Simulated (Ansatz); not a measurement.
# A series in volume scale on CaO

Results calculated with Ansatz 0.2.0, not measured. Periodic Kohn-Sham DFT of a crystal at fixed atoms, scaled to volume_scale times the given cell; pressure positive in compression, energy less spherical unpolarised free atoms, largest_vzz the field gradient of largest size among the nuclei.

The cell before it is scaled or strained (space group F-43m, No. 216):
```
CaO
1.0
      0.0000     2.6218     2.6218
      2.6218     0.0000     2.6218
      2.6218     2.6218     0.0000
Ca O
1 1
Direct
  0.00000 0.00000 0.00000
  0.25000 0.25000 0.25000
```

Settings of every row: method all-electron LAPW; functional PBE; relativity scalar; k mesh 11x11x11; filling fermi-dirac; smearing width 0.05 eV; basis error target 0.25 meV/atom; nucleus gaussian.

Atom start moment: 0 on all atoms.

Limits: the cell comes from a prototype or a list of computed structures and needn't be the stable phase.

| row | volume scale | V (Å³/atom) | pressure (GPa) | energy less free atoms (eV/atom) |
| --- | --- | --- | --- | --- |
| 1 | 0.9405 | 16.95 | ? | ? |
| 2 | 0.98 | 17.661 | 1.599 | -6.2248 |
| 3 | 1 | 18.022 | 0.001 | -6.2265 |
| 4 | 1.02 | 18.382 | -1.443 | -6.2249 |
| 5 | 1.06 | 19.103 | -3.923 | -6.2126 |

Question: what pressure and energy less free atoms should row 1 give?

Worked fit of pressure. Take u = (V_r/V)^(2/3) − 1 with V_r = 18.202 Å³ an atom, which is twice the finite (Eulerian) strain; such expansions in the strain, on which the Birch-Murnaghan equation of state is built, carry the rest volume and the bulk modulus. The shown rows have u = 0.02032, 0.00665, -0.00654, -0.0317. Least squares give pressure = −0.7393 + 109.363 × u + 281.68 × u² GPa; a straight line predicts inner rows, each left out in turn, worse (root mean square 0.12 against 0.0012 GPa). The rows lie off it by 0.000, 0.001, -0.001, 0.000. The pressure vanishes at u = 0.0066, or V = 18.02 Å³ an atom, and there the bulk modulus at fixed shape and fractions is B = −V dP/dV = (2/3)(1 + u) dP/du = 75.9 GPa. The withheld row has u = 0.04866, so the fit gives −0.7393 + 109.363 × (0.04866) + 281.68 × (0.04866)² = 5.249 GPa.

The calculation gave 5.279 GPa. The fit lies 0.030 GPa (0.33 % of the column's range) below it; its largest miss of a shown row is 0.001 GPa. This row lies beyond the range of the fit.

Worked fit of energy less free atoms. Take u = (V_r/V)^(2/3) − 1 with V_r = 18.202 Å³ an atom, which is twice the finite (Eulerian) strain; such expansions in the strain, on which the Birch-Murnaghan equation of state is built, carry the rest volume and the bulk modulus. The shown rows have u = 0.02032, 0.00665, -0.00654, -0.0317. Least squares give energy less free atoms = −6.22611 − 0.1268 × u + 9.436 × u² eV/atom; a straight line predicts inner rows, each left out in turn, worse (root mean square 0.004 against 6.7e-05 eV/atom). All shown rows lie on it to the printed digit. Its lowest point lies at u = 0.0067, or V = 18.02 Å³ an atom, and the curvature there gives the bulk modulus at fixed shape and fractions, B = (4/9)(1 + u)² E″(u)/V = 75.6 GPa. The withheld row has u = 0.04866, so the fit gives −6.22611 − 0.1268 × (0.04866) + 9.436 × (0.04866)² = -6.2099 eV/atom.

The calculation gave -6.2098 eV/atom. The fit lies 0.0001 eV/atom (0.6 % of the column's range) below it, one unit of the last digit. This row lies beyond the range of the fit.
